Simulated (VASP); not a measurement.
A run of VASP 6.6.1 is set up as follows.

File INCAR:

```
PREC = Accurate
ENCUT = 600
EDIFF = 1E-6
ISMEAR = 0
SIGMA = 0.02
LREAL = F
LASPH = T
NELM = 60
ALGO = Fast
ISIF = 3
LWAVE = F
LCHARG = F
GGA = PE
IVDW = 12
IBRION = 2
NSW = 60
EDIFFG = -0.01
KPAR = 2
```

KPOINTS

```
Automatic mesh
0
Gamma
  8 8 4
```

Contents of POSCAR:

```
WS2
1.0
    3.1800000000      0.0000000000      0.0000000000
   -1.5900000000      2.7539607840      0.0000000000
    0.0000000000      0.0000000000     12.5000000000
W S
2 4
Direct
    0.6666666667      0.3333333333      0.7500000000
    0.3333333333      0.6666666667      0.2500000000
    0.6666666667      0.3333333333      0.3750000000
    0.3333333333      0.6666666667      0.8750000000
    0.6666666667      0.3333333333      0.1250000000
    0.3333333333      0.6666666667      0.6250000000
```

Potentials or basis: VASP PAW PBE potentials, release 64 (W_sv, S).

The run is started by

```sh
$ cat potpaw_PBE.64/W_sv/POTCAR potpaw_PBE.64/S/POTCAR > POTCAR
$ mpirun -np 2 vasp_std > vasp.out
```

Q: Predict the relaxed volume.

A: 17.43 Å³/atom.

Q: What does it give for the relaxed cell?

A: a = 3.155 Å, b = 3.155 Å, c = 12.134 Å, α = 90.00°, β = 90.00°, γ = 120.00°.

Q: What does it give for the space group after relaxing (to 0.05 Å)?

A: P6_3/mmc (No. 194).

Q: What does it give for the dispersion energy per atom?

A: -0.435 eV.

Step by step:
```csv
step,energy change (eV),largest force (eV/Å),pressure (GPa),volume (Å³)
1,0.0000,0.1375,-1.52,109.47
2,-0.0075,0.3286,1.81,106.75
3,-0.0119,0.2549,0.51,107.76
4,-0.0145,0.0733,-0.68,107.54
5,-0.0163,0.0547,-0.22,107.63
6,-0.0200,0.0485,-0.23,107.25
7,-0.0287,0.0317,-0.17,106.11
8,-0.0312,0.0050,0.12,103.82
9,-0.0329,0.0185,-0.02,104.83
10,-0.0329,0.0159,-0.01,104.69
11,-0.0329,0.0146,-0.01,104.63
12,-0.0328,0.0408,-0.09,104.48
13,-0.0330,0.0033,-0.04,104.58
```
